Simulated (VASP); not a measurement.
Wanted: the native input for a VASP 6.6.1 run.

| Quantity | Value |
| --- | --- |
| Task | relaxation of cell and atoms |
| Functional | RPBE |
| Dispersion | D3(BJ) |
| Potentials or basis | VASP PAW PBE potentials, release 64 (Ti_sv) |
| Cutoff | 600 eV |
| k mesh | 11 × 11 × 11 |
| Occupations | methfessel-paxton, width 0.1 eV |
| Spin | no spin polarisation |
| Further INCAR settings | ALGO = Normal; EDIFF = 1e-07; IBRION = 2; EDIFFG = -0.02; NSW = 60; ISIF = 3 |

The structure of Ti lies in POSCAR:

```
Ti
1.0
   -0.0286870000      2.0297410000      2.0220330000
    2.0334770000     -0.0189920000      2.0123390000
    2.0210800000      2.0076500000     -0.0065950000
Ti
1
Direct
    0.0000000000      0.0000000000      0.0000000000
```

This isn't the form of Ti at room conditions, which is hcp.

The cell isn't the ideal one: cell strained at random at fixed volume.

One way to write it, as run:

INCAR

```
ALGO = Normal
EDIFF = 1E-7
EDIFFG = -0.02
ENCUT = 600
GGA = RP
IBRION = 2
ISIF = 3
ISMEAR = 1
IVDW = 12
LASPH = True
LCHARG = False
LREAL = False
LWAVE = False
NELM = 100
NSW = 60
PREC = Accurate
SIGMA = 0.1
```

KPOINTS

```
k-points
0
Gamma
  11 11 11
```

Potentials or basis: VASP PAW PBE potentials, release 64 (Ti_sv).

The run is started by

```console
$ cat potpaw_PBE.64/Ti_sv/POTCAR > POTCAR
$ mpirun -np 1 vasp_std > vasp.out
```

It gave:

```yaml
Relaxed_volume: 12.79 Å³/atom
Relaxed_cell: a = 2.619 Å, b = 2.626 Å, c = 2.631 Å, α = 59.78°, β = 60.00°, γ = 60.18°
Space_group_after_relaxing_to_0.05_Å: Fm-3m (No. 225)
Energy_gained_by_relaxing: 471.1 meV/atom
Ionic_steps: 8
Pressure_after_relaxing: 0.0 GPa
Band_gap_on_the_k_mesh: none (metal or under the smearing width)
Dispersion_energy_per_atom: -4.867 eV
```

Caveat: the PAW data sets were made with another functional, which shifts forces and pressure a little; pairwise dispersion overbinds metals, which lowers pressure and volume.

Wall time 6.1 min on 1 thread of Intel(R) Xeon(R) Platinum 8488C (Sapphire Rapids), with other jobs on the host, peak memory 0.3 GiB.
